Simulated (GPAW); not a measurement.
# MoS2 (P6_3/mmc) in GPAW: a series of runs, part 2 of 3

GPAW 26.7.0.

**3. Band structure, PBEsol**

run.py reads:

```python
from ase.dft.bandgap import bandgap
from ase.io import read, write
from ase.units import GPa
from gpaw import GPAW, PW, setup_paths

setup_paths.insert(0, '.')

atoms = read('POSCAR')

calc = GPAW(mode=PW(600),
            xc='PBEsol',
            kpts={'size': (10, 10, 3), 'gamma': True},
            occupations={'name': 'fermi-dirac', 'width': 0.05},
            nbands=46,
            convergence={'density': 1e-05, 'energy': 1e-05},
            maxiter=150,
            txt='gpaw.txt')
atoms.calc = calc
energy = atoms.get_potential_energy()
forces = atoms.get_forces()
stress = atoms.get_stress()
calc.write('gs.gpw')
write('result.traj', atoms)
print(f'Energy: {energy:.6f} eV')
print('Forces (eV/A):')
print(forces.round(4))
print('Stress (GPa):', (stress / GPa).round(3))
print('Fermi level:', round(calc.get_fermi_level(), 4), 'eV')
print(f'Gap: {bandgap(calc)[0]:.4f} eV, direct: {bandgap(calc, direct=True)[0]:.4f} eV')

path = atoms.cell.bandpath('GMKGALHA,LM,KH', npoints=100, eps=1e-4)
bs_calc = calc.fixed_density(kpts=path, symmetry='off', nbands=69,
                             convergence={'bands': 'CBM+6.0', 'eigenstates': 1e-6}, txt='bands.txt')
bs = bs_calc.band_structure()
bs.write('bs.json')
print(f'Gap on the path: {bandgap(bs_calc)[0]:.4f} eV')
```

POSCAR reads:

```
MoS2
1.0
    3.1690000000      0.0000000000      0.0000000000
   -1.5845000000      2.7444345046      0.0000000000
    0.0000000000      0.0000000000     12.3240000000
Mo S
2 4
Direct
    0.6666666667      0.3333333333      0.7500000000
    0.3333333333      0.6666666667      0.2500000000
    0.6666666667      0.3333333333      0.3770000000
    0.3333333333      0.6666666667      0.8770000000
    0.6666666667      0.3333333333      0.1230000000
    0.3333333333      0.6666666667      0.6230000000
```

Potentials or basis: PAW data sets generated in the run's folder for this functional, pw.

Run with:

```bash
$ gpaw-setup -f PBEsol Mo S
$ OMP_NUM_THREADS=1 python run.py
```

gpaw.txt:

```text
__  _  _
 | _ |_)|_||  |
 |__||  | ||/\| - 26.7.0

Input parameters:
  mode=PW(ecut=600.0),
  convergence={'density': 1e-05, 'energy': 1e-05},
  kpts=MonkhorstPack(size=(10, 10, 3), gamma=True),
  maxiter=150,
  nbands=46,
  occupations=Occupations(name='fermi-dirac', width=0.05),
  xc=XC(name='PBEsol')

Diagonalizing LCAO Hamiltonian
Converting LCAO to pw mode

        S

           Mo
        S

           S
        Mo

           S

Atoms  # Å, Bohr magnetons
|   | symbol |         x |        y |         z |    initial magnetic moments |
|---|--------|-----------|----------|-----------|-----------------------------|
| 0 |     Mo |  1.584500 | 0.914812 |  9.243000 | ( 0.0000,  0.0000,  0.0000) |
| 1 |     Mo | -0.000000 | 1.829623 |  3.081000 | ( 0.0000,  0.0000,  0.0000) |
| 2 |      S |  1.584500 | 0.914812 |  4.646148 | ( 0.0000,  0.0000,  0.0000) |
| 3 |      S | -0.000000 | 1.829623 | 10.808148 | ( 0.0000,  0.0000,  0.0000) |
| 4 |      S |  1.584500 | 0.914812 |  1.515852 | ( 0.0000,  0.0000,  0.0000) |
| 5 |      S | -0.000000 | 1.829623 |  7.677852 | ( 0.0000,  0.0000,  0.0000) |

Unit cell  # Å
| periodic |         x |        y |         z |   lengths |     angles |
|----------|-----------|----------|-----------|-----------|------------|
|      yes |  3.169000 | 0.000000 |  0.000000 |  3.169000 |  90.000000 |
|      yes | -1.584500 | 2.744435 |  0.000000 |  3.169000 |  90.000000 |
|      yes |  0.000000 | 0.000000 | 12.324000 | 12.324000 | 120.000000 |

Number of symmetries: 12
Symmetry operations  # r_c * U_cc + t_c -> r_c
|    | kind |            matrix            |
|----|------|------------------------------|
|  0 |  σ   |  1, 1, 0,  0,-1, 0,  0, 0, 1 |
|  1 |  S6  |  1, 1, 0, -1, 0, 0,  0, 0,-1 |
|  2 |  E   |  1, 0, 0,  0, 1, 0,  0, 0, 1 |
|  3 |  C2  |  1, 0, 0, -1,-1, 0,  0, 0,-1 |
|  4 |  C2  |  0, 1, 0,  1, 0, 0,  0, 0,-1 |
|  5 |  C3  |  0, 1, 0, -1,-1, 0,  0, 0, 1 |
|  6 |  S6  |  0,-1, 0,  1, 1, 0,  0, 0,-1 |
|  7 |  σ   |  0,-1, 0, -1, 0, 0,  0, 0, 1 |
|  8 |  σ   | -1, 0, 0,  1, 1, 0,  0, 0, 1 |
|  9 |  i   | -1, 0, 0,  0,-1, 0,  0, 0,-1 |
| 10 |  C3  | -1,-1, 0,  1, 0, 0,  0, 0, 1 |
| 11 |  C2  | -1,-1, 0,  0, 1, 0,  0, 0,-1 |

BZ-sampling:
  Number of BZ points: 300
  Number of IBZ points: 36

  Monkhorst-Pack size: [10, 10, 3]
  Monkhorst-Pack shift: [0.05, 0.05, 0.0]

K-points  # in reciprocal-cell coordinates
|     |                                coordinates |     weight |
|-----|--------------------------------------------|------------|
|   0 | (  0.00000000,   0.00000000,   0.00000000) | 0.00333333 |
|   1 | (  0.00000000,   0.00000000,   0.33333333) | 0.00666667 |
|   2 | (  0.10000000,   0.00000000,  -0.33333333) | 0.02000000 |
|   3 | (  0.10000000,   0.00000000,   0.00000000) | 0.02000000 |
|   4 | (  0.10000000,   0.00000000,   0.33333333) | 0.02000000 |
|   5 | (  0.20000000,  -0.10000000,   0.00000000) | 0.02000000 |
|   6 | (  0.20000000,  -0.10000000,   0.33333333) | 0.04000000 |
|   7 | (  0.20000000,   0.00000000,  -0.33333333) | 0.02000000 |
|   8 | (  0.20000000,   0.00000000,   0.00000000) | 0.02000000 |
|   9 | (  0.20000000,   0.00000000,   0.33333333) | 0.02000000 |
| ... |                                            |            |
|  35 | (  0.50000000,   0.50000000,   0.33333333) | 0.02000000 |

Plane wave coefficients: 3613
Cutoff: 600.0 eV

Spin-components: 1 (collinear spins)
Bands:           46
Projectors:      32
Spin-degeneracy: 2
Datatype:        complex128

Parallelization:
  kpt:    1
  domain: 1
  band:   1

Density:
  Valence electrons: 52.0
  Components: 1
  Grid points: [18 18 70]
  Charge: 0.0  # |e|

Potential:
  Grid points: [18 18 70]

species:
  Mo:
    name:    Molybdenum
    Z:       42.0
    valence: 14
    core:    28
    charge:  0.0  # [|e|]
    compensation charges:
      type: gauss
      rc: 0.38  # [Å]
      lmax: 2
    cutoffs:
      filter: 2.16  # [Å]
      core: 1.42  # [Å]
    projectors
    | kind |    occ | energy [eV] | rcut [Å] |
    |------|--------|-------------|----------|
    |   4s |  2.000 |     -64.262 |    1.238 |
    |   5s |  1.000 |      -4.116 |    1.238 |
    |   4p |  6.000 |     -38.461 |    1.296 |
    |   5p |  0.000 |      -1.012 |    1.296 |
    |   4d |  5.000 |      -3.770 |    1.296 |
    |    d |        |      23.442 |    1.296 |

    Using partial waves for Mo as LCAO basis

  S:
    name:    Sulfur
    Z:       16.0
    valence: 6
    core:    10
    charge:  0.0  # [|e|]
    compensation charges:
      type: gauss
      rc: 0.24  # [Å]
      lmax: 2
    cutoffs:
      filter: 1.77  # [Å]
      core: 1.66  # [Å]
    projectors
    | kind |    occ | energy [eV] | rcut [Å] |
    |------|--------|-------------|----------|
    |   3s |  2.000 |     -17.192 |    0.974 |
    |   3p |  4.000 |      -6.978 |    0.979 |
    |    s |        |      10.020 |    0.974 |
    |    p |        |      20.234 |    0.979 |
    |    d |        |       0.000 |    0.900 |

    Using partial waves for S as LCAO basis

Reference energy: -263510.219787  # eV

eigensolver:
  PPCG
  Converge bands: occupied
  niter=2

density mixing:
  MSR1-Mixer
  Pratt-step length: 0.05
  Maximum mixing coefficient: 0.75
  Old densities: 10
  SVD Regularization: 0.005
  Good broyden scale: 1.0
  Trust region scale: 1.0
  Backstep threshold: 4.0
  History deletion threshold: 6.0
  Fourier metric: weight=20.0, sigma=0.015

occupation numbers:
  Fermi-Dirac:
    width: 0.0500  # eV

poisson solver:
  ecut: 4800.0  # eV

xc functional:
  name: PBEsol with 2 nearest neighbor stencil

convergence criteria:
- Maximum integral of absolute [dens]ity change: 1e-05 electrons / valence electron
- Maximum [total energy] change in last 3 cyles: 1e-05 eV / valence electron
- Maximum integral of absolute [eigenst]ate change: 4e-08 eV^2 / valence electron
maximum number of iterations: 150

SCF iterations
|iter     | |      energy | eigst |  dens |
|---------|-|-------------|-------|-------|
|iter:   1| |  -50.375947 | +0.58 |       |
|iter:   2| |  -49.583491 | -1.13 | -0.99 |
|iter:   3| |  -47.582927 | -1.13 | -1.06 |
|iter:   4| |  -47.438093 | -1.95 | -1.46 |
|iter:   5| |  -47.428373 | -2.60 | -1.78 |
|iter:   6| |  -47.423305 | -3.16 | -2.06 |
|iter:   7| |  -47.417704 | -4.09 | -2.51 |
|iter:   8| |  -47.417590 | -5.32 | -3.07 |
|iter:   9| |  -47.417595c| -6.34 | -3.58 |
|iter:  10| |  -47.417595c| -7.72c| -4.39 |
|iter:  11| |  -47.417595c| -8.21c| -5.03c|

Converged in 11 steps
Energy contributions relative to reference atoms: (reference = -263510.219787)

Energy contributions:
  Kinetic:          -9.478517
  Coulomb:          -3.830503
  Zero:             -0.193804
  External:          0.000000
  Xc:              -33.914770
  Entropy:          -0.000004
  Spinorbit:         0.000000
  ----------------------------
  Free energy:     -47.417597
  Extrapolated:    -47.417595

dipole moment: (0.000001, 0.000002, 0.000007)  # |e|*Ang

Fermi level: 8.475
Eigenvalues  # (at kpt = [0.000, 0.000, 0.000])
| band index |      eig [eV] | occ [0-2] |
|------------|---------------|-----------|
|          0 |       -53.392 |     2.000 |
|        ... |               |           |
|         18 |         4.840 |     2.000 |
|         19 |         5.930 |     2.000 |
|         20 |         5.930 |     2.000 |
|         21 |         5.977 |     2.000 |
|         22 |         5.977 |     2.000 |
|         23 |         6.908 |     2.000 |
[... 8 lines left out ...]
|         32 |        10.532 |     0.000 |
|         33 |        10.532 |     0.000 |
|        ... |               |           |
|         45 |        20.437 |     0.000 |

Gap: 0.878 eV
Transition (v -> c):
  (s=0, k=0, n=25, [0.00, 0.00, 0.00]) -> (s=0, k=16, n=26, [0.40, -0.20, 0.00])
Direct/indirect transitions are different
Direct gap: 1.849 eV
Transition at: (s=0, k=24, n=25, [0.40, 0.30, 0.00])

Forces  # eV/Ang
|        x |        y |        z |
|----------|----------|----------|
|  0.00000 | -0.00000 | -0.00010 |  # Mo   0
| -0.00000 |  0.00000 |  0.00010 |  # Mo   1
| -0.00000 |  0.00000 | -0.31281 |  # S    2
| -0.00000 |  0.00000 | -0.31238 |  # S    3
| -0.00000 |  0.00000 |  0.31238 |  # S    4
|  0.00000 |  0.00000 |  0.31281 |  # S    5

Stress tensor  # eV/Ang^3
|        x |         y |         z |
|----------|-----------|-----------|
| 0.021097 | -0.000000 |  0.000000 |
| 0.000000 |  0.021097 | -0.000000 |
| 0.000000 | -0.000000 |  0.015342 |

# Writing to gs.gpw (mode='')
```

Run time: 5.8 min. Hardware: 1 thread of Arm Neoverse V2, shared host; peak memory 0.83 GiB.

Results:

* Free energy: -47.4176 eV
* Pressure: -3.1 GPa
* Largest force: 0.313 eV/Å
* Band gap on the k mesh: 0.88 eV, indirect (least direct gap 1.85 eV)
* Band gap along the path: 0.83 eV, indirect (least direct gap 1.64 eV)

Forces on the atoms (eV/Å):
```
Mo   0.000  0.000  0.000
Mo   0.000  0.000  0.000
S    0.000  0.000 -0.313
S    0.000  0.000 -0.312
S    0.000  0.000  0.312
S    0.000  0.000  0.313
```

Stress tensor (GPa, compression positive):
```
-3.38  0.00  0.00
 0.00 -3.38  0.00
 0.00  0.00 -2.46
```

Levels at the corners of the path, in eV from the valence-band top:
```tsv
point	band 22	band 23	band 24	band 25	band 26	band 27	band 28	band 29	band 30	band 31
Γ	-2.11	-2.11	-1.18	-1.16	0.00	2.09	2.09	2.12	2.12	2.27
M	-2.46	-1.72	-1.52	-1.42	-1.29	1.57	1.61	1.95	2.23	2.78
K	-3.81	-2.67	-2.67	-0.79	-0.62	1.02	1.02	1.77	2.80	2.80
Γ	-2.11	-2.11	-1.18	-1.16	0.00	2.09	2.09	2.12	2.12	2.27
A	-2.13	-2.13	-2.13	-0.27	-0.27	2.10	2.10	2.10	2.10	2.37
L	-2.60	-1.62	-1.62	-1.35	-1.35	1.59	1.59	2.10	2.10	3.15
H	-3.44	-2.84	-2.84	-0.71	-0.71	1.02	1.02	2.25	2.25	2.85
A	-2.13	-2.13	-2.13	-0.27	-0.27	2.10	2.10	2.10	2.10	2.37
L	-2.60	-1.62	-1.62	-1.35	-1.35	1.59	1.59	2.10	2.10	3.15
M	-2.46	-1.72	-1.52	-1.42	-1.29	1.57	1.61	1.95	2.23	2.78
K	-3.81	-2.67	-2.67	-0.79	-0.62	1.02	1.02	1.77	2.80	2.80
H	-3.44	-2.84	-2.84	-0.71	-0.71	1.02	1.02	2.25	2.25	2.85
```

Caveat: this functional lacks dispersion, which binds the layers, so the pressure and a relaxed spacing across them are unreliable.

(Part 2 of 3 ends here.)
